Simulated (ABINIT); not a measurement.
HgTe (Coloradoite):

```
CELL_PARAMETERS angstrom
0.00000 3.21450 3.21450
3.21450 0.00000 3.21450
3.21450 3.21450 0.00000
ATOMIC_POSITIONS crystal
Hg 0.00000 0.00000 0.00000
Te 0.75000 0.75000 0.75000
```

Program: ABINIT 10.8.3 (patched build). Alike in all runs: no spin polarisation; cell as given; cutoff (eV) 544; smearing fermi-dirac 0.05 eV. Hardware: 1 thread of Arm Neoverse V1, with other jobs on the host.

Problem. Order these runs on this cell by their wall time, lowest first.
A. task single point; level LDA; potentials or basis JTH PAW LDA v2.0; k mesh 4 × 4 × 4; mesh quality coarse
B. task single point; level PBE; potentials or basis JTH PAW PBE v2.0; k mesh 9 × 9 × 9; mesh quality not flagged
C. task single point; level PBEsol; potentials or basis JTH PAW PBE v2.0; k mesh 3 × 3 × 3; mesh quality coarse
D. task band structure; level HCTH407; potentials or basis JTH PAW PBE v2.0; k mesh 7 × 7 × 7; mesh quality not flagged

Solution. A (11 s), C (24 s), B (53 s), D (210 s).

Caveats: some runs use coarse meshes.
